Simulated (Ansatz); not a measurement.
Results of r²SCAN+rVV10 (plane waves, PAW; Ansatz, a first-principles code) for cubic perovskite CsPbI3 (cubic high-temperature phase).

Run with plane-wave cutoff 560 eV, 6×6×6 k mesh, Fermi–Dirac smearing 0.01 eV, scalar-relativistic PAW data made under PBE.

Cell (relaxed at this level):

```cif
data_CsI3Pb
_chemical_formula_sum 'Cs1 Pb1 I3'
_space_group_name_H-M_alt 'P 1'
_space_group_IT_number 1
_cell_length_a 6.27037
_cell_length_b 6.27037
_cell_length_c 6.27037
_cell_angle_alpha 90.000
_cell_angle_beta 90.000
_cell_angle_gamma 90.000
loop_
_space_group_symop_operation_xyz
  'x, y, z'
loop_
_atom_site_label
_atom_site_type_symbol
_atom_site_fract_x
_atom_site_fract_y
_atom_site_fract_z
_atom_site_occupancy
Cs1 Cs 0.00000 0.00000 0.00000 1
Pb1 Pb 0.50000 0.50000 0.50000 1
I1 I 0.50000 0.00000 0.50000 1
I2 I 0.00000 0.50000 0.50000 1
I3 I 0.50000 0.50000 0.00000 1
```

**Question.** Give the computed bulk modulus B0, band gap, Γ–Γ gap and pressure derivative B′ of the bulk modulus.

**Answer.** 
* **bulk modulus B0**: 18.5 GPa
* **band gap**: 1.58 eV
* **Γ–Γ gap**: 4.81 eV
* **pressure derivative B′ of the bulk modulus**: 4.7

Note: the relaxation could not lower the start's symmetry, so the cell can be a saddle point above a distorted one.

Spin–orbit coupling is not included; with these elements it can move the gap by several tenths of an eV or more.
